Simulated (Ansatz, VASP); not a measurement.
Two plane-wave programs on Fe

INCAR

```
SYSTEM = Fe
  ALGO = Normal
  EDIFF = 1E-6
  ENCUT = 520
  GGA = PE
  ISIF = 2
  ISMEAR = -1
  ISPIN = 2
  LASPH = .TRUE.
  LCHARG = .FALSE.
  LMAXMIX = 4
  LORBIT = 11
  LREAL = .FALSE.
  LWAVE = .FALSE.
  MAGMOM = 4.5
  NELM = 100
  PREC = Accurate
  SIGMA = 0.05
```

Contents of KPOINTS:

```
k-points
0
G
  13 13 13
  0 0 0
```

POSCAR

```
Fe
1.0
   -1.4430000000      1.4430000000      1.4430000000
    1.4430000000     -1.4430000000      1.4430000000
    1.4430000000      1.4430000000     -1.4430000000
Fe
1
Direct
    0.0000000000      0.0000000000      0.0000000000
```

Contents of input.yaml:

```yaml
crystal:
  lattice:
    - [-1.443, 1.443, 1.443]
    - [1.443, -1.443, 1.443]
    - [1.443, 1.443, -1.443]
  atoms:
    - { symbol: Fe, position: [0.0, 0.0, 0.0], spin: 3.0 }
hamiltonian:
  xc: pbe
  pseudopotentials: { kind: paw }
magnetization:
  spin_polarized: true
kpoints:
  mp_grid: { grid: [13, 13, 13] }
scf:
  occupations: { method: fermi_dirac, width: 0.05 }
output:
  forces: true
  stress: true
  eigenvalues: true
```

Alike in both runs: task single point; functional PBE; k mesh 13 × 13 × 13; occupations fermi-dirac, width 0.05 eV; collinear spin, ferromagnetic start.

|  | VASP | Ansatz |
| --- | --- | --- |
| version | VASP 6.6.1 | Ansatz 0.2.0 |
| potentials or method | VASP PAW PBE potentials, release 64 (Fe) | Ansatz PAW |
| plane-wave cutoff (eV) | 520 | 420 |
| valence electrons in the cell | 8 | 16 |

|  | VASP | Ansatz | Ansatz less VASP |
| --- | --- | --- | --- |
| gap on the k mesh at the Fermi level (eV) | none | none | - |
| pressure (GPa) | -9.0 | -9.5 | -0.50 |
| net moment per atom (μB) | 2.28 | 2.25 | -0.037 |
| size of the moment on the site where the two differ most (μB) | 2.29 | 2.31 | +0.013 |

Site moments also hang on the region over which each program counts them. A gap of «none» marks a metal or a gap that the smearing closes. The two sets of potentials don't hold the same shells in valence.
